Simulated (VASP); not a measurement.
Wanted: the native input for a VASP 6.6.1 run.

* Task: relaxation of cell and atoms
* Functional: r2SCAN
* Potentials or basis: VASP PAW PBE potentials, release 64 (Li_sv, F)
* Cutoff: 600 eV
* k mesh: 12 × 12 × 12
* Occupations: gaussian, width 0.02 eV
* Spin: no spin polarisation
* Further INCAR settings: ALGO = Normal; EDIFF = 1e-06; IBRION = 2; EDIFFG = -0.005; NSW = 60; ISIF = 3

The structure of LiF lies in POSCAR:

```
LiF
1.0
    0.0000000000      2.0100000000      2.0100000000
    2.0100000000      0.0000000000      2.0100000000
    2.0100000000      2.0100000000      0.0000000000
Li F
1 1
Direct
    0.0000000000      0.0000000000      0.0000000000
    0.5000000000      0.5000000000      0.5000000000
```

The cell was built by a generator and needn't be a form met in nature.

These files were run (other wordings do the same):

INCAR

```
PREC = Accurate
ENCUT = 600
EDIFF = 1E-6
ISMEAR = 0
SIGMA = 0.02
LREAL = F
LASPH = T
NELM = 120
ALGO = Normal
ISIF = 3
LWAVE = F
LCHARG = F
METAGGA = R2SCAN
LMIXTAU = T
IBRION = 2
NSW = 60
EDIFFG = -0.005
```

KPOINTS

```
Automatic mesh
0
Gamma
  12 12 12
```

Potentials or basis: VASP PAW PBE potentials, release 64 (Li_sv, F).

Command:

```bash
$ cat potpaw_PBE.64/Li_sv/POTCAR potpaw_PBE.64/F/POTCAR > POTCAR
$ mpirun -np 1 vasp_std > vasp.out
```

It gave:

| Property | Result |
| --- | --- |
| Relaxed volume | 7.84 Å³/atom |
| Relaxed cell | a = 2.810 Å, b = 2.810 Å, c = 2.810 Å, α = 60.00°, β = 60.00°, γ = 60.00° |
| Space group after relaxing (to 0.05 Å) | Fm-3m (No. 225) |
| Energy gained by relaxing | 2.7 meV/atom |
| Ionic steps | 4 |
| Pressure after relaxing | 0.0 GPa |
| Band gap on the k mesh | 10.67 eV, direct |

Caveat: the cutoff is under 1.25 times the usual one of these potentials, so pressure, stress and relaxed cells hold a basis-set (Pulay) error; the PAW data sets were made with another functional, which shifts forces and pressure a little.

Wall time 120 s on 1 thread of Intel(R) Xeon(R) Platinum 8259CL CPU @ 2.50GHz (Skylake/Cascade Lake), with other jobs on the host, peak memory 0.14 GiB.
